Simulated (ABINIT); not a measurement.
The system is BeTe.

```xyz
2
Lattice="0.0000 2.7700 2.7700 2.7700 0.0000 2.7700 2.7700 2.7700 0.0000" Properties=species:S:1:pos:R:3 pbc="T T T"
Te    4.1550    4.1550    4.1550
Be    0.0000    0.0000    0.0000
```

Program: ABINIT 10.8.3 (patched build). Alike in all runs: task single point; level PBE0; potentials or basis SG15 NC PBE v1.2; no spin polarisation; cell as given; k mesh 6 × 6 × 6; cutoff (eV) 707; smearing fermi-dirac 0.05 eV.

**Question.** Order these runs on this cell by their band gap on the k mesh, lowest first.
A. share of exact exchange 0.25
B. share of exact exchange 0.15
C. share of exact exchange 0.05
D. share of exact exchange 0.5
E. share of exact exchange 0.35

**Answer.** C (2.22 eV), B (2.92 eV), A (3.65 eV), E (4.39 eV), D (5.52 eV).

Caveats: exact exchange is summed on a coarse mesh, which widens gaps by tenths of an eV; spin-orbit coupling is left out, which moves the levels of the heavy elements.

A k mesh can miss the band edges.
